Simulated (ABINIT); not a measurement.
# ZrS2 (P-3m1) in ABINIT: a series of runs

One crystal, ZrS2, is run at these levels: PBE; tasks: band structure.

Program: ABINIT 10.8.3 (patched build). These are calculated values, not measurements. Logs are shortened: lines on timing, memory, paths and dates and some standing lists are left out, and cuts for length are marked. The log counts tension as positive stress, the text compression.

**The experiment to reproduce.**

From “Stress-Tuned Optical Transitions in Layered 1T-MX2 (M= Hf, Zr, Sn; X= S, Se) Crystals”, 2022, arxiv:2210.12074, for a bulk crystal of ZrS2: band gap 1.68 eV (indirect).

The results are compared with them further down.

### 1 The structure

Symmetry: P-3m1, No. 164, trigonal system. Conventional cell: a = 3.691 Å, b = 3.691 Å, c = 6.041 Å, α = 90.00°, β = 90.00°, γ = 120.00°. Zr (site symmetry -3m) has 6 S at 2.57 Å as nearest neighbours. Around S (site symmetry 3m) lie 3 Zr at 2.57 Å.

The cell is a database's computed one.

### 2 Band structure, PBE

File run.abi:

```
ndtset 2

pp_dirpath "./"
pseudos "Zr_ONCV_PBE-1.2.upf, S_ONCV_PBE-1.2.upf"

acell 3*1.0
rprim
     6.9757020403     0.0000000000     0.0000000000
    -3.4878510202     6.0411351761     0.0000000000
     0.0000000000     0.0000000000    11.4159810467
ntypat 2
znucl 40 16
natom 3
typat 1 2 2
xred
     0.0000000000     0.0000000000     0.0000000000
     0.3333333333     0.6666666667     0.2379099700
     0.6666666667     0.3333333333     0.7620900300

ecut 30.0

ixc 11

occopt 3
tsmear 0.05 eV

nstep 100

iomode 3
prtwf 0
prteig 0
prtebands 0
prtden1 1

kptopt1 1
ngkpt1 8 8 5
nshiftk1 1
shiftk1 0.0 0.0 0.0
nband1 16
tolvrs1 1.0e-10

iscf2 -2
getden2 1
nband2 22
nbdbuf2 4
tolwfr2 1.0e-11
kptopt2 -7
ndivsm2 8
prteig2 1
kptbounds2
     0.0000000000     0.0000000000     0.0000000000
     0.5000000000     0.0000000000     0.0000000000
     0.3333333333     0.3333333333     0.0000000000
     0.0000000000     0.0000000000     0.0000000000
     0.0000000000     0.0000000000     0.5000000000
     0.5000000000     0.0000000000     0.5000000000
     0.3333333333     0.3333333333     0.5000000000
     0.0000000000     0.0000000000     0.5000000000
```

Potentials or basis: SG15 NC PBE v1.2.

Run with:

```sh
$ abinit run.abi > log 2>&1
```

run.abo:

```text
.Version 10.8.3 of ABINIT
 DATASET    1 : space group P-3 m 1 (#164); Bravais hP (primitive hexag.)
================================================================================
 Values of the parameters that define the memory need for DATASET  1.
     intxc =       0    ionmov =       0      iscf =       7    lmnmax =       6
     lnmax =       6     mgfft =      60  mpssoang =       3    mqgrid =    3001
     natom =       3  nloc_mem =       1    nspden =       1   nspinor =       1
    nsppol =       1      nsym =      12    n1xccc =       0    ntypat =       2
    occopt =       3   xclevel =       2
       mpw =        3805          nfft =       77760          nkpt =          40
================================================================================
================================================================================

 DATASET    2 : space group P-3 m 1 (#164); Bravais hP (primitive hexag.)
================================================================================
 Values of the parameters that define the memory need for DATASET  2.
     intxc =       0    ionmov =       0      iscf =      -2    lmnmax =       6
     lnmax =       6     mgfft =      60  mpssoang =       3    mqgrid =    3001
     natom =       3  nloc_mem =       1    nspden =       1   nspinor =       1
    nsppol =       1      nsym =      12    n1xccc =       0    ntypat =       2
    occopt =       3   xclevel =       2
       mpw =        3807          nfft =       77760          nkpt =          91
================================================================================
================================================================================

--------------------------------------------------------------------------------
------------- Echo of variables that govern the present computation ------------
--------------------------------------------------------------------------------
 -outvars: echo values of preprocessed input variables --------
            acell      1.0000000000E+00  1.0000000000E+00  1.0000000000E+00 Bohr
              amu      9.12240000E+01  3.20660000E+01
             ecut      3.00000000E+01 Hartree
           getden1          0
           getden2          1
             iscf1          7
             iscf2         -2
                       outvar_i_n : Printing only first  50 k-points.
              ixc          11
           jdtset        1    2
                       outvar_i_n : Printing only first  50 k-points.
           kptopt1          1
           kptopt2         -7
         kptrlatt        8    0    0      0    8    0      0    0    5
          kptrlen1     5.58056163E+01
          kptrlen2     3.00000000E+01
            natom           3
            nband1         16
            nband2         22
           nbdbuf1          0
           nbdbuf2          4
           ndtset           2
           ndivsm1          0
           ndivsm2          8
            ngfft          36      36      60
             nkpt1         40
             nkpt2         91
            nstep         100
             nsym          12
           ntypat           2
           occopt           3
        prtebands           0
           prteig1          0
           prteig2          1
            prtwf           0
            rprim      6.9757020403E+00  0.0000000000E+00  0.0000000000E+00
                      -3.4878510202E+00  6.0411351761E+00  0.0000000000E+00
                       0.0000000000E+00  0.0000000000E+00  1.1415981047E+01
           shiftk1     0.00000000E+00  0.00000000E+00  0.00000000E+00
           shiftk2     5.00000000E-01  5.00000000E-01  5.00000000E-01
          spgroup         164
           tolvrs1     1.00000000E-10
           tolvrs2     0.00000000E+00
           tolwfr1     0.00000000E+00
           tolwfr2     1.00000000E-11
           tsmear      1.83746611E-03 Hartree
            typat      1  2  2
                       outvars : Printing only first  50 k-points.
           xangst      0.0000000000E+00  0.0000000000E+00  0.0000000000E+00
                      -1.7639701785E-11  2.1312207073E+00  1.4372324492E+00
                       1.8456912736E+00  1.0656103537E+00  4.6038445567E+00
            xcart      0.0000000000E+00  0.0000000000E+00  0.0000000000E+00
                      -3.3334205316E-11  4.0274234507E+00  2.7159757083E+00
                       3.4878510201E+00  2.0137117254E+00  8.7000053384E+00
             xred      0.0000000000E+00  0.0000000000E+00  0.0000000000E+00
                       3.3333333333E-01  6.6666666667E-01  2.3790997000E-01
                       6.6666666667E-01  3.3333333333E-01  7.6209003000E-01
            znucl       40.00000   16.00000

================================================================================
[... 199 lines left out ...]

 getcut: wavevector=  0.0000  0.0000  0.0000  ngfft=  36  36  60
[... 32 lines left out ...]
  4.7915E-01  5.3562E-01  5.6432E-01  5.6432E-01

--- !ResultsGS
iteration_state: {dtset: 2, }
comment   : Summary of ground state results
lattice_vectors:
- [  6.9757020,   0.0000000,   0.0000000, ]
- [ -3.4878510,   6.0411352,   0.0000000, ]
- [  0.0000000,   0.0000000,  11.4159810, ]
lattice_lengths: [   6.97570,    6.97570,   11.41598, ]
lattice_angles: [ 90.000,  90.000, 120.000, ] # degrees, (23, 13, 12)
lattice_volume:   4.8108267E+02
convergence: {deltae:  0.000E+00, res2:  0.000E+00, residm:  9.996E-12, diffor:  0.000E+00, }
etotal    :  -6.80617664E+01
entropy   :   0.00000000E+00
fermie    :   2.22944744E-01
cartesian_stress_tensor: null
pressure_GPa: null
xred      :
- [  0.0000E+00,   0.0000E+00,   0.0000E+00, Zr]
- [  3.3333E-01,   6.6667E-01,   2.3791E-01,  S]
- [  6.6667E-01,   3.3333E-01,   7.6209E-01,  S]
cartesian_forces: null
force_length_stats: {min: null, max: null, mean: null, }
...

 Integrated electronic density in atomic spheres:
 ------------------------------------------------
 Atom  Sphere_radius  Integrated_density
    1        2.00000          8.28979643
    2        2.00000          3.93275511
    3        2.00000          3.93275511
================================================================================

 ----iterations are completed or convergence reached----

 Mean square residual over all n,k,spin=   55.966E-13; max=  99.963E-13
 reduced coordinates (array xred) for    3 atoms
       0.000000000000      0.000000000000      0.000000000000
       0.333333333333      0.666666666667      0.237909970000
       0.666666666667      0.333333333333      0.762090030000

 cartesian coordinates (angstrom) at end:
    1      0.00000000000000     0.00000000000000     0.00000000000000
    2     -0.00000000001764     2.13122070733856     1.43723244924514
    3      1.84569127362720     1.06561035366928     4.60384455667074
 length scales=  1.000000000000  1.000000000000  1.000000000000 bohr
              =  0.529177210544  0.529177210544  0.529177210544 angstroms
 Eigenvalues (hartree) for nkpt=  91  k points:
 kpt#   1, nband= 22, wtk=  1.00000, kpt=  0.0000  0.0000  0.0000 (reduced coord)
  -1.59724   -0.79090   -0.78547   -0.78547   -0.25852   -0.20724    0.04923    0.10177
   0.10177    0.20041    0.20041    0.20199    0.26215    0.26215    0.29314    0.38800
   0.38800    0.41546    0.42154    0.55875    0.55875    0.63563
 kpt#   2, nband= 22, wtk=  1.00000, kpt=  0.0333  0.0000  0.0000 (reduced coord)
  -1.59723   -0.79088   -0.78557   -0.78549   -0.25810   -0.20735    0.04979    0.10129
   0.10204    0.19726    0.19903    0.20230    0.26296    0.26374    0.29353    0.38553
   0.38778    0.41739    0.42572    0.55795    0.56034    0.63440
 kpt#   3, nband= 22, wtk=  1.00000, kpt=  0.0667  0.0000  0.0000 (reduced coord)
  -1.59721   -0.79081   -0.78587   -0.78556   -0.25685   -0.20767    0.05145    0.09994
   0.10283    0.18880    0.19534    0.20304    0.26457    0.26806    0.29479    0.38055
   0.38720    0.42300    0.43580    0.55583    0.56504    0.62996
 kpt#   4, nband= 22, wtk=  1.00000, kpt=  0.1000  0.0000  0.0000 (reduced coord)
  -1.59718   -0.79071   -0.78635   -0.78566   -0.25483   -0.20819    0.05417    0.09801
   0.10408    0.17694    0.19027    0.20368    0.26559    0.27410    0.29701    0.37597
   0.38653    0.43169    0.44890    0.55301    0.57261    0.62103
 kpt#   5, nband= 22, wtk=  1.00000, kpt=  0.1333  0.0000  0.0000 (reduced coord)
[... 333 lines left out ...]
   0.10493    0.16009    0.17542    0.18596    0.26765    0.27038    0.31213    0.37970
   0.39385    0.45918    0.48884    0.54096    0.55541    0.58131
 kpt#  89, nband= 22, wtk=  1.00000, kpt=  0.0392  0.0392  0.5000 (reduced coord)
  -1.59721   -0.79082   -0.78588   -0.78556   -0.25002   -0.21782    0.08361    0.09667
   0.10380    0.15344    0.18592    0.19166    0.26433    0.26646    0.30813    0.38788
   0.39640    0.44748    0.48352    0.53896    0.55991    0.57152
 kpt#  90, nband= 22, wtk=  1.00000, kpt=  0.0196  0.0196  0.5000 (reduced coord)
  -1.59723   -0.79089   -0.78557   -0.78549   -0.25127   -0.21771    0.08228    0.10102
   0.10305    0.14818    0.19381    0.19548    0.26204    0.26280    0.30555    0.39517
   0.39791    0.43859    0.48025    0.53666    0.56314    0.56601
 kpt#  91, nband= 22, wtk=  1.00000, kpt=  0.0000  0.0000  0.5000 (reduced coord)
  -1.59724   -0.79091   -0.78547   -0.78547   -0.25170   -0.21767    0.08183    0.10278
   0.10278    0.14608    0.19684    0.19684    0.26121    0.26121    0.30466    0.39841
   0.39841    0.43491    0.47915    0.53562    0.56432    0.56432

== END DATASET(S) ==============================================================
================================================================================

 -outvars: echo values of variables after computation  --------
            acell      1.0000000000E+00  1.0000000000E+00  1.0000000000E+00 Bohr
           etotal1    -6.8061766406E+01
            fcart1    -0.0000000000E+00 -0.0000000000E+00 -0.0000000000E+00
                      -0.0000000000E+00 -1.7828736783E-28  1.1914158707E-03
                      -0.0000000000E+00  1.7828736783E-28 -1.1914158707E-03
            rprim      6.9757020403E+00  0.0000000000E+00  0.0000000000E+00
                      -3.4878510202E+00  6.0411351761E+00  0.0000000000E+00
                       0.0000000000E+00  0.0000000000E+00  1.1415981047E+01
           strten1    -7.0615475741E-06 -7.0615475573E-06 -4.2516421146E-05
                       0.0000000000E+00  0.0000000000E+00  1.3651172634E-14
           xangst      0.0000000000E+00  0.0000000000E+00  0.0000000000E+00
                      -1.7639701785E-11  2.1312207073E+00  1.4372324492E+00
                       1.8456912736E+00  1.0656103537E+00  4.6038445567E+00
             xred      0.0000000000E+00  0.0000000000E+00  0.0000000000E+00
                       3.3333333333E-01  6.6666666667E-01  2.3790997000E-01
                       6.6666666667E-01  3.3333333333E-01  7.6209003000E-01
 Calculation completed.
```

It took 3.9 min on 1 thread of Intel Xeon Platinum 8375C at 2.90GHz (Ice Lake), shared host; peak memory 0.18 GiB.

Results:

* Free energy: -1852.0550 eV
* Pressure: 0.6 GPa
* Largest force: 0.061 eV/Å
* Band gap on the k mesh: 1.06 eV, indirect (least direct gap 1.64 eV)
* Band gap along the path: 1.03 eV, indirect (least direct gap 1.64 eV)
* Valence electrons inside the program's atomic spheres: Zr 8.29; S 3.93

Forces on the atoms (eV/Å):
```
Zr   0.000  0.000  0.000
S    0.000  0.000  0.061
S    0.000  0.000 -0.061
```

Stress tensor (GPa, compression positive):
```
0.21 0.00 0.00
0.00 0.21 0.00
0.00 0.00 1.25
```

Levels at the corners of the path, in eV from the valence-band top:
```tsv
point	band 8	band 9	band 10	band 11	band 12	band 13	band 14	band 15	band 16	band 17
Γ	-2.78	-2.78	-0.09	-0.09	-0.05	1.59	1.59	2.43	5.01	5.01
M	-2.56	-2.45	-2.35	-1.65	-1.17	1.20	3.23	3.50	5.68	5.94
K	-3.27	-3.27	-1.98	-1.98	-1.42	2.20	3.18	3.18	5.01	5.01
Γ	-2.78	-2.78	-0.09	-0.09	-0.05	1.59	1.59	2.43	5.01	5.01
A	-2.75	-2.75	-1.57	-0.19	-0.19	1.56	1.56	2.75	5.30	5.30
L	-3.06	-2.56	-2.20	-0.98	-0.80	1.03	3.23	3.49	5.30	5.91
H	-3.39	-3.04	-1.85	-1.75	-1.75	2.29	2.93	2.93	5.52	5.52
A	-2.75	-2.75	-1.57	-0.19	-0.19	1.56	1.56	2.75	5.30	5.30
```

Caveat: this functional lacks dispersion, which binds the layers, so the pressure and a relaxed spacing across them are unreliable.

### 3 Band structure, PBE

run.abi, as its differences from that of step 2:

```diff
@@ -3,3 +3,3 @@
 pp_dirpath "./"
-pseudos "Zr_ONCV_PBE-1.2.upf, S_ONCV_PBE-1.2.upf"
+pseudos "40_Zr_12_2.0_2.5_pbe_n_v1.0.psp8, 16_S_6_1.8_1.9_pbe_n_v1.0.psp8"
 
@@ -19,3 +19,3 @@
 
-ecut 30.0
+ecut 21.0
```

Potentials or basis: SPMS NC PBE v1.0.

Run with:

```sh
$ abinit run.abi > log 2>&1
```

Run time: 2.2 min. Hardware: 1 thread of Intel Xeon Platinum 8375C at 2.90GHz (Ice Lake), shared host; peak memory 0.13 GiB.

It converged, with:

| Quantity | Value |
| --- | --- |
| Free energy | -1991.0175 eV |
| Pressure | 0.7 GPa |
| Largest force | 0.082 eV/Å |
| Band gap on the k mesh | 1.04 eV, indirect (least direct gap 1.62 eV) |
| Band gap along the path | 1.02 eV, indirect (least direct gap 1.62 eV) |
| Valence electrons inside the program's atomic spheres | Zr 8.27; S 3.95 |

Forces on the atoms (eV/Å):
```
Zr   0.000  0.000  0.000
S    0.000  0.000  0.082
S    0.000  0.000 -0.082
```

Stress tensor (GPa, compression positive):
```
0.31 0.00 0.00
0.00 0.31 0.00
0.00 0.00 1.38
```

Levels at the corners of the path, in eV from the valence-band top:
```tsv
point	band 10	band 11	band 12	band 13	band 14	band 15
Γ	-0.09	-0.09	-0.05	1.58	1.58	2.42
M	-2.36	-1.66	-1.17	1.18	3.23	3.49
K	-1.99	-1.99	-1.43	2.19	3.18	3.18
Γ	-0.09	-0.09	-0.05	1.58	1.58	2.42
A	-1.57	-0.19	-0.19	1.55	1.55	2.73
L	-2.21	-0.98	-0.80	1.02	3.22	3.49
H	-1.86	-1.76	-1.76	2.29	2.93	2.93
A	-1.57	-0.19	-0.19	1.55	1.55	2.73
```

Caveat: this functional lacks dispersion, which binds the layers, so the pressure and a relaxed spacing across them are unreliable.

### 4 Band structure, PBE

run.abi, as its differences from that of step 3:

```diff
@@ -3,3 +3,3 @@
 pp_dirpath "./"
-pseudos "40_Zr_12_2.0_2.5_pbe_n_v1.0.psp8, 16_S_6_1.8_1.9_pbe_n_v1.0.psp8"
+pseudos "Zr.GGA_PBE-JTH.xml, S.GGA_PBE-JTH.xml"
 
@@ -19,3 +19,5 @@
 
-ecut 21.0
+ecut 20.0
+pawecutdg 40.0
+pawxcdev 0
 
@@ -39,3 +41,3 @@
 nband1 16
-tolvrs1 1.0e-10
+tolvrs1 1.0e-9
```

Potentials or basis: JTH PAW PBE v2.0.

Run with:

```sh
$ abinit run.abi > log 2>&1
```

It took 2.2 min on 1 thread of Intel Xeon Platinum 8375C at 2.90GHz (Ice Lake), shared host; peak memory 0.17 GiB.

It converged, with:

| Property | Result |
| --- | --- |
| Free energy | -1859.3426 eV |
| Pressure | 0.3 GPa |
| Largest force | 0.032 eV/Å |
| Band gap on the k mesh | 1.05 eV, indirect (least direct gap 1.64 eV) |
| Band gap along the path | 1.03 eV, indirect (least direct gap 1.64 eV) |
| Valence electrons inside the program's atomic spheres | Zr 8.91; S 3.60 |

Forces on the atoms (eV/Å):
```
Zr   0.000  0.000  0.000
S    0.000  0.000  0.032
S    0.000  0.000 -0.032
```

Stress tensor (GPa, compression positive):
```
0.00 0.00 0.00
0.00 0.00 0.00
0.00 0.00 1.03
```

Levels at the corners of the path, in eV from the valence-band top:
```csv
point,band 9,band 10,band 11,band 12,band 13,band 14,band 15,band 16
Γ,-2.77,-0.09,-0.09,-0.05,1.59,1.59,2.43,4.99
M,-2.44,-2.34,-1.65,-1.17,1.19,3.25,3.51,5.67
K,-3.26,-1.97,-1.97,-1.42,2.20,3.18,3.18,4.99
Γ,-2.77,-0.09,-0.09,-0.05,1.59,1.59,2.43,4.99
A,-2.74,-1.57,-0.19,-0.19,1.57,1.57,2.74,5.28
L,-2.55,-2.20,-0.97,-0.79,1.03,3.24,3.51,5.29
H,-3.03,-1.84,-1.74,-1.74,2.30,2.93,2.93,5.50
A,-2.74,-1.57,-0.19,-0.19,1.57,1.57,2.74,5.28
```

Caveat: this functional lacks dispersion, which binds the layers, so the pressure and a relaxed spacing across them are unreliable.

### 5 Summary

| potentials or basis | cutoff (eV) | fine-grid cutoff | gap on the mesh (eV) | pressure (GPa) | largest force (eV/Å) |
| --- | --- | --- | --- | --- | --- |
| SG15 NC PBE v1.2 | 816 | - | 1.06 | 0.6 | 0.06 |
| SPMS NC PBE v1.0 | 571 | - | 1.04 | 0.7 | 0.08 |
| JTH PAW PBE v2.0 | 544 | 1088.46 eV | 1.05 | 0.3 | 0.03 |

Alike in all rows: task band structure; level PBE; no spin polarisation; cell as given; k mesh 8 × 8 × 5; smearing fermi-dirac 0.05 eV.

Caveats: this functional lacks dispersion, which binds the layers, so the pressure and a relaxed spacing across them are unreliable.

Absolute energies hang on the potentials; compare differences alone.

### 6 Comparison with measurements

Step 2. Against the measured gap of ZrS2, 1.68 eV (indirect; quoted in “Stress-Tuned Optical Transitions in Layered 1T-MX2 (M= Hf, Zr, Sn; X= S, Se) Crystals”, 2022, arxiv:2210.12074), the calculated 1.03 eV is off by -0.65 eV. Spin-orbit coupling on Zr is left out. The value is that of PBE, without temperature or zero-point motion. Semilocal functionals fall short of measured gaps as a rule. The cell is a database's relaxed one, not the measured one, which moves gaps too.

Step 3. Measured gap of ZrS2: 1.68 eV (indirect; quoted in “Stress-Tuned Optical Transitions in Layered 1T-MX2 (M= Hf, Zr, Sn; X= S, Se) Crystals”, 2022, arxiv:2210.12074). This calculation gives 1.02 eV (-0.66 eV). Spin-orbit coupling on Zr is left out. The value is that of PBE, without temperature or zero-point motion. Semilocal functionals fall short of measured gaps as a rule. The cell is a database's relaxed one, not the measured one, which moves gaps too.

Step 4. Against the measured gap of ZrS2, 1.68 eV (indirect; quoted in “Stress-Tuned Optical Transitions in Layered 1T-MX2 (M= Hf, Zr, Sn; X= S, Se) Crystals”, 2022, arxiv:2210.12074), the calculated 1.03 eV is off by -0.65 eV. Spin-orbit coupling on Zr is left out. The value is that of PBE, without temperature or zero-point motion. Semilocal functionals fall short of measured gaps as a rule. The cell is a database's relaxed one, not the measured one, which moves gaps too.
